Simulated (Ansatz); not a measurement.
# F: tests of the settings

This session on F sets out to test the plane-wave cutoff.

Method: DFT PBE, scalar-relativistic, plane waves, PAW, in Ansatz 0.2.0.

2 further runs of the same task are left out: 1 for a broken database entry, 1 set aside as unsound or not needed.

**1. The system as given**

It takes space group C2/c (No. 15, monoclinic). The conventional cell has a = 5.500 Å, b = 3.280 Å, c = 7.280 Å, α = 90.00°, β = 102.17°, γ = 90.00°. Around F (site symmetry 1) lie 1 F at 1.49 Å.

Coordinates:

```
CELL_PARAMETERS angstrom
2.75000 -1.64000 0.00000
2.75000 1.64000 0.00000
-1.53472 0.00000 7.11639
ATOMIC_POSITIONS crystal
F 0.96800 0.60200 0.09970
F 0.39800 0.03200 0.40030
F 0.03200 0.39800 0.90030
F 0.60200 0.96800 0.59970
```

The structure comes from the Crystallography Open Database; it is used as listed.

**2. The base run, which the others are set against**

Input file input.yaml:

```yaml
crystal:
  lattice:
    - [2.75, -1.64, 0.0]
    - [2.75, 1.64, 0.0]
    - [-1.53472, 0.0, 7.11639]
  atoms:
    - { symbol: F, position: [0.968, 0.602, 0.0997] }
    - { symbol: F, position: [0.398, 0.032, 0.4003] }
    - { symbol: F, position: [0.032, 0.398, 0.9003] }
    - { symbol: F, position: [0.602, 0.968, 0.5997] }
basis:
  ecutwfc: 420
kpoints:
  mp_grid: { grid: [10, 10, 4] }
hamiltonian:
  xc: pbe
scf:
  occupations: { method: gaussian, width: 0.02 }
output:
  forces: true
  stress: true
  eigenvalues: true
  populations: true
```

It was run beforehand and gave: -805.5683 eV/atom at zero smearing, pressure -4.14 GPa, largest force 1.922 eV/Å, gap on the mesh 1.98 eV, in 6 SCF cycles and 2.2 s.

**3. Plane-wave cutoff set to 200 eV**

Input file input.yaml:

```yaml
crystal:
  lattice:
    - [2.75, -1.64, 0.0]
    - [2.75, 1.64, 0.0]
    - [-1.53472, 0.0, 7.11639]
  atoms:
    - { symbol: F, position: [0.968, 0.602, 0.0997] }
    - { symbol: F, position: [0.398, 0.032, 0.4003] }
    - { symbol: F, position: [0.032, 0.398, 0.9003] }
    - { symbol: F, position: [0.602, 0.968, 0.5997] }
basis:
  ecutwfc: 200
kpoints:
  mp_grid: { grid: [10, 10, 4] }
hamiltonian:
  xc: pbe
scf:
  occupations: { method: gaussian, width: 0.02 }
output:
  forces: true
  stress: true
  eigenvalues: true
```

**4. Plane-wave cutoff: 250 eV**

input.yaml: that of step 3 with these lines changed.

```diff
@@ -11,3 +11,3 @@
 basis:
-  ecutwfc: 200
+  ecutwfc: 250
 kpoints:
```

**5. Plane-wave cutoff set to 300 eV**

input.yaml: that of step 4 with these lines changed.

```diff
@@ -11,3 +11,3 @@
 basis:
-  ecutwfc: 250
+  ecutwfc: 300
 kpoints:
```

**6. Plane-wave cutoff set to 350 eV**

input.yaml: that of step 5 with these lines changed.

```diff
@@ -11,3 +11,3 @@
 basis:
-  ecutwfc: 300
+  ecutwfc: 350
 kpoints:
```

**7. Plane-wave cutoff: 500 eV**

input.yaml: that of step 6 with these lines changed.

```diff
@@ -11,3 +11,3 @@
 basis:
-  ecutwfc: 350
+  ecutwfc: 500
 kpoints:
```

**8. Plane-wave cutoff set to 600 eV**

input.yaml: that of step 7 with these lines changed.

```diff
@@ -11,3 +11,3 @@
 basis:
-  ecutwfc: 500
+  ecutwfc: 600
 kpoints:
```

(Steps that only read results are left out.)

**Question.** What does this series show?

The runs gave:

| quantity | value |
| --- | --- |
| plane-wave cutoff: within 10 and 1 meV/atom of 600 eV from | 420 eV for 10; none of the others for 1 |

**Reading.** The energy still moves by 2.17 meV/atom between the last two values of the plane-wave cutoff, so 1 meV/atom is not shown to be reached. Much of this error cancels in differences between similar cells. The pressure is off by up to 10.7 GPa. Forces come within 0.01 eV/Å only at the reference itself. The listed cell is far from this method's equilibrium (-4.1 GPa, forces up to 1.92 eV/Å), so its values are not those of the relaxed crystal. The settings are coarse, so take the values as rough.
